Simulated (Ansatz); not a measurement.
`CC(=O)O[SiH3]` → `CC(=O)O` + `[SiH2]` at 298.15 K and 1 bar (silylene loss).

Isolated molecules relaxed with PBE0-D4/def2-TZVP in Ansatz; ΔE leaves out vibrations. CCSD(T)/CBS is the MP2 limit (def2-TZVPP, def2-QZVPP) plus CCSD(T) − MP2 in def2-TZVPP, frozen cores. This one scheme is used for every species. One conformer a species, not always the lowest.

| species | CCSD(T)/CBS energy (Eh) | H − E (kJ/mol) | S (J/(mol·K)) |
| --- | --- | --- | --- |
| `CC(=O)O[SiH3]` | -519.18600 | 222.9 | 337.4 |
| `CC(=O)O` | -228.87529 | 177.3 | 287.6 |
| `[SiH2]` | -290.19011 | 40.6 | 207.5 |

H − E and S are ideal-gas, rigid-rotor, harmonic terms from PBE0-D4/def2-TZVP, for one conformer and one mirror image of each species. 1 Eh = 2625.50 kJ/mol, R = 8.31446 J/(mol·K).

**Question.** By hand: ΔE, ΔH, ΔS and ΔG.

**Answer.** ΔE = (-228.87529) + (-290.19011) − (-519.18600) = 0.12060 Eh = 316.6 kJ/mol. Δ(H − E) = 177.3 + 40.6 − 222.9 = -5.0, so ΔH = 311.6 kJ/mol. ΔS = 287.6 + 207.5 − 337.4 = 157.7 J/(mol·K). ΔG = 311.6 − 298.15 × (157.7)/1000 = 264.6 kJ/mol.

**Question.** By hand: the equilibrium constant, and the temperature at which ΔG would vanish if ΔH and ΔS stayed fixed.

**Answer.** log₁₀ K = −ΔG/(RT ln 10) = -46.4. ΔG = 0 at ΔH/ΔS = 1976 K.

The number of gas molecules changes by +1, which sets the sign of ΔS. A doubt of 5 kJ/mol in ΔE shifts log₁₀ K by 0.9 here. Other conformers and mirror images would add mixing entropy, several J/(mol·K) or more a flexible species. These are equilibria of isolated gas molecules and say nothing of rates. Largest T1 diagnostic: 0.015 (customary marks: 0.02 for closed shells, 0.045 for open ones).
